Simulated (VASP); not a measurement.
Runs of VASP 6.6.1 on Al2O3. The structure is trigonal, space group P-3m1 (No. 164). The conventional cell has a = 3.017 Å, b = 3.017 Å, c = 7.575 Å, α = 90.00°, β = 90.00°, γ = 120.00°. Around Al (site symmetry 3m) lie 4 O at 1.68 to 1.84 Å. O (site symmetry -3m) has 2 Al at 1.68 Å as nearest neighbours. Around O (site symmetry 3m) lie 3 Al at 1.84 Å. Measurements of this composition are mostly on another form, of space group No. 167.

```csv
task,level,potentials or basis,k mesh,cutoff (eV),smearing,k mesh for the DOS,occupations for the DOS,gap on the mesh (eV),pressure (GPa),largest force (eV/Å)
atomic charges,PBEsol,"VASP PAW PBE potentials, release 64 (Al, O)",10 × 10 × 4,520,gaussian 0.02 eV,-,-,2.19,-3.5,0.19
electric field gradients,PBEsol,"VASP PAW PBE potentials, release 64 (Al, O)",10 × 10 × 4,520,gaussian 0.02 eV,-,-,2.19,-3.5,0.19
electron localisation function,PBEsol,"VASP PAW PBE potentials, release 64 (Al, O)",10 × 10 × 4,520,gaussian 0.02 eV,-,-,2.19,-3.5,0.19
optical spectrum,PBEsol,"VASP PAW PBE potentials, release 64 (Al, O)",10 × 10 × 4,520,gaussian 0.02 eV,-,-,2.19,-3.5,0.19
band structure,PBE,"VASP PAW PBE potentials, release 54 (Al, O)",7 × 7 × 3,900,fermi-dirac 0.05 eV,-,-,(b),-0.5,(a)
dielectric tensor,PBEsol,"VASP PAW PBE potentials, release 64 (Al, O)",10 × 10 × 4,520,gaussian 0.02 eV,-,-,2.19,-,-
core levels,PBEsol,"VASP PAW PBE potentials, release 64 (Al, O)",10 × 10 × 4,520,gaussian 0.02 eV,-,-,2.19,-3.5,0.19
band structure,PBE,"VASP PAW PBE potentials, release 64 (Al, O_s)",7 × 7 × 3,900,fermi-dirac 0.05 eV,-,-,2.30,-0.2,0.14
```

Alike in all rows: no spin polarisation; cell as given.

**Question.** Fill in the values left out.

**Answer.** (a) 0.10; (b) 2.29.

Caveats: the PAW data sets were made with another functional, which shifts forces and pressure a little (some runs); spectra need much finer meshes, so this one isn't converged (some runs); independent-particle spectra lack excitons (some runs).

A k mesh can miss the band edges.
